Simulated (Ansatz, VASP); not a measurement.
# One calculation of Cd, two programs

File INCAR:

```
PREC = Accurate ; ENCUT = 520
EDIFF = 1E-6 ; ISMEAR = -1
SIGMA = 0.05 ; LREAL = F
LASPH = T ; NELM = 100
ALGO = Normal ; ISIF = 2
LWAVE = F ; LCHARG = T
GGA = PE ; LELF = T
LVHAR = T ; NBANDS = 19
```

File KPOINTS:

```
Automatic mesh
0
Gamma
  14 14 7
```

File POSCAR:

```
Cd
1.0
    2.9588794728      0.0000000000      0.0000000000
   -1.4794397363      2.5624647901      0.0000000000
    0.0000000000      0.0000000000      5.5799465150
Cd
2
Direct
    0.3333333333      0.6666666667      0.2500000000
    0.6666666667      0.3333333333      0.7500000000
```

Input for Ansatz:

```yaml
crystal:
  lattice:
    - [2.9588794728, 0.0, 0.0]
    - [-1.4794397363, 2.5624647901, 0.0]
    - [0.0, 0.0, 5.579946515]
  atoms:
    - { symbol: Cd, position: [0.3333333333, 0.6666666667, 0.25] }
    - { symbol: Cd, position: [0.6666666667, 0.3333333333, 0.75] }
kpoints:
  mp_grid: { grid: [14, 14, 7] }
  band_path:
    path:
      - [0.0, 0.0, 0.0]
      - [0.5, 0.0, 0.0]
      - [0.3333333333, 0.3333333333, 0.0]
      - [0.0, 0.0, 0.0]
      - [0.0, 0.0, 0.5]
      - [0.5, 0.0, 0.5]
      - [0.3333333333, 0.3333333333, 0.5]
      - [0.0, 0.0, 0.5]
      - [0.5, 0.0, 0.5]
    npoints: 5
scf:
  occupations: { method: fermi_dirac, width: 0.05 }
hamiltonian:
  xc: pbe
  pseudopotentials: { kind: all_electron, lapw: { basis_error: 0.00025 } }
output:
  forces: true
  stress: true
  eigenvalues: true
```

Change from the starting cell: volume scaled by 0.98.

Alike in both runs: task single point; functional PBE; k mesh 14 × 14 × 7; occupations fermi-dirac, width 0.05 eV; no spin polarisation.

```csv
,VASP,Ansatz
version,VASP 6.6.1,Ansatz 0.2.0
potentials or method,"VASP PAW PBE potentials, release 64 (Cd)","all-electron LAPW, scalar-relativistic"
plane-wave cutoff (eV),520,see its input
```

Ansatz gave:

```
pressure (GPa)                                  : 4.3
largest component of the traceless stress (GPa) : 1.33
```

Question: Estimate VASP's values.

Answer: Pressure (GPa): 4.7; largest component of the traceless stress (GPa): 1.50.

Ansatz ran all-electron here, so the differences hold the error of VASP's frozen core and of both bases.
